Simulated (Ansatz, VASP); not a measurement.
## Ta3S4: VASP beside Ansatz

INCAR

```
SYSTEM = Ta3S4
PREC     = Accurate       ! precision mode
ENCUT    = 520            ! plane-wave cutoff, eV
EDIFF    = 1E-7           ! SCF threshold, eV
ISMEAR   = 0              ! smearing method
SIGMA    = 0.1            ! smearing width, eV
LREAL    = .FALSE.        ! projectors in reciprocal space
LASPH    = .TRUE.         ! aspherical terms in the spheres
NELM     = 150            ! most SCF steps
ALGO     = Normal         ! electronic algorithm
ISIF     = 2              ! what is computed and relaxed
LWAVE    = .FALSE.        ! write WAVECAR
LCHARG   = .FALSE.        ! write CHGCAR
ISPIN    = 2              ! spin polarisation
MAGMOM   = 1 1 1 0 0 0 0  ! initial moments
LORBIT   = 11             ! projections on sites
LMAXMIX  = 4              ! l up to which the mixer works
GGA      = PE             ! functional
NBANDS   = 42             ! bands
```

KPOINTS

```
regular mesh
0
G
  6 6 4
  0 0 0
```

POSCAR

```
Ta3S4
1.0
    6.5361404160     -1.7026440865      0.0000000000
    6.5361404160      1.7026440865      0.0000000000
   -2.6360271418      0.0000000000      5.4870481172
Ta S
3 4
Direct
    0.7440000000      0.7440000000      0.6970000000
    0.2560000000      0.2560000000      0.3030000000
    0.0000000000      0.0000000000      0.0000000000
    0.1130000000      0.1130000000      0.4530000000
    0.8870000000      0.8870000000      0.5470000000
    0.6400000000      0.6400000000      0.9720000000
    0.3600000000      0.3600000000      0.0280000000
```

Input for Ansatz:

```yaml
crystal:
  lattice:
    - [6.536140416, -1.7026440865, 0.0]
    - [6.536140416, 1.7026440865, 0.0]
    - [-2.6360271418, 0.0, 5.4870481172]
  atoms:
    - { symbol: Ta, position: [0.744, 0.744, 0.697], spin: 1.0 }
    - { symbol: Ta, position: [0.256, 0.256, 0.303], spin: 1.0 }
    - { symbol: Ta, position: [0.0, 0.0, 0.0], spin: 1.0 }
    - { symbol: S, position: [0.113, 0.113, 0.453] }
    - { symbol: S, position: [0.887, 0.887, 0.547] }
    - { symbol: S, position: [0.64, 0.64, 0.972] }
    - { symbol: S, position: [0.36, 0.36, 0.028] }
basis:
  ecutwfc: 420
kpoints:
  mp_grid: { grid: [6, 6, 4] }
hamiltonian:
  xc: pbe
scf:
  occupations: { method: gaussian, width: 0.1 }
  lower_state_search: "off"
output:
  forces: true
  stress: true
  eigenvalues: true
  populations: true
magnetization:
  spin_polarized: true
```

Alike in both runs: task single point; functional PBE; k mesh 6 × 6 × 4; occupations gaussian, width 0.1 eV; collinear spin.

|  | VASP | Ansatz |
| --- | --- | --- |
| version | VASP 6.6.1 | Ansatz 0.2.0 |
| potentials or method | VASP PAW PBE potentials, release 64 (Ta_pv, S) | scalar-relativistic, plane waves, PAW |
| plane-wave cutoff (eV) | 520 | 420 |
| valence electrons in the cell | 57 | 63 |

VASP gave:

```
gap on the k mesh at the Fermi level (eV)       : none
pressure (GPa)                                  : 2.9
largest component of the traceless stress (GPa) : 6.26
rms of the force components (eV/Å)              : 0.509
net moment per atom (μB)                        : 0.00
```

Estimate Ansatz's values.

gap on the k mesh at the Fermi level (eV): none; pressure (GPa): 2.8; largest component of the traceless stress (GPa): 6.25; rms of the force components (eV/Å): 0.504; net moment per atom (μB): 0.00.

Atom by atom the forces differ by 0.009 eV/Å (rms over components). A gap of «none» marks a metal or a gap that the smearing closes. The two sets of potentials don't hold the same shells in valence. Ansatz warned: «seeded_moment_not_kept».

Caveats: forces of over 1 eV/Å show positions far from the minimum, so gaps and moduli don't describe the material at rest. The runs have no spin-orbit coupling, so splittings on Ta are missing.
